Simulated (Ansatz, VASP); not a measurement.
One calculation of ZnS, two programs

```
Zn S
1.0
     0.00000    2.70200    2.70200
     2.70200    0.00000    2.70200
     2.70200    2.70200    0.00000
Zn S
1 1
Direct
  0.75000 0.75000 0.75000
  0.00000 0.00000 0.00000
```

Alike in both runs: task band structure; functional PBE; k mesh 9 × 9 × 9; occupations fermi-dirac, width 0.05 eV; no spin polarisation.

|  | VASP | Ansatz |
| --- | --- | --- |
| version | VASP 6.6.1 | Ansatz 0.2.0 |
| potentials or method | VASP PAW PBE potentials, release 54 (Zn, S) | Ansatz PAW |
| plane-wave cutoff (eV) | 500 | 420 |
| valence electrons in the cell | 18 | 18 |

```tsv
	VASP	Ansatz	Ansatz less VASP
gap on the k mesh at the Fermi level (eV)	2.11	2.11	-0.005
least direct gap on the mesh (eV)	2.11	2.11	-0.005
gap along the band path (eV)	2.11	2.11	-0.005
pressure (GPa)	1.8	1.6	-0.17
```
